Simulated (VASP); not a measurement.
Runs of VASP 6.6.1 on CdTe. Symmetry: F-43m, No. 216, cubic system. The conventional cell has a = 6.410 Å, b = 6.410 Å, c = 6.410 Å, α = 90.00°, β = 90.00°, γ = 90.00°. Te (site symmetry -43m) has 4 Cd at 2.78 Å as nearest neighbours. Cd (site symmetry -43m) is surrounded by 4 Te at 2.78 Å. 

```csv
task,level,potentials or basis,cell,k mesh,cutoff (eV),smearing,cutoff of the response function,frequency points,empty bands,GW scheme,GW iterations,mesh quality,gap on the mesh (eV),pressure (GPa),relaxed volume (Å³/atom)
band structure,PBEsol,"VASP PAW PBE potentials, release 64 (Te, Cd)",as given,7 × 7 × 7,520,fermi-dirac 0.05 eV,-,-,-,-,-,not flagged,0.76,-,-
single point,LDA,"VASP PAW LDA potentials, release 64 (Te, Cd)",as given,7 × 7 × 7,520,gaussian 0.05 eV,-,-,-,-,-,not flagged,0.65,0.2,-
relaxation of cell and atoms,LDA,"VASP PAW LDA potentials, release 64 (Te, Cd)",relaxed,7 × 7 × 7,600,fermi-dirac 0.05 eV,-,-,-,-,-,not flagged,(b),0.0,33.08
relaxation of cell and atoms,BLYP+D3,"VASP PAW PBE potentials, release 64 (Te, Cd)",relaxed,7 × 7 × 7,600,fermi-dirac 0.05 eV,-,-,-,-,-,not flagged,0.58,0.0,(a)
```

Alike in all rows: no spin polarisation.

**Question.** Estimate the missing entries.

**Answer.** (a) 35.42; (b) 0.64.

Caveats: spin-orbit coupling is left out, which moves the levels of the heavy elements; an odd mesh through Γ misses points on the zone boundary, where band edges often lie (some runs); the PAW data sets were made with another functional, which shifts forces and pressure a little (some runs).

A k mesh can miss the band edges, and the runs leave out spin-orbit coupling on Cd, Te.

Not every run made on this cell is shown here.
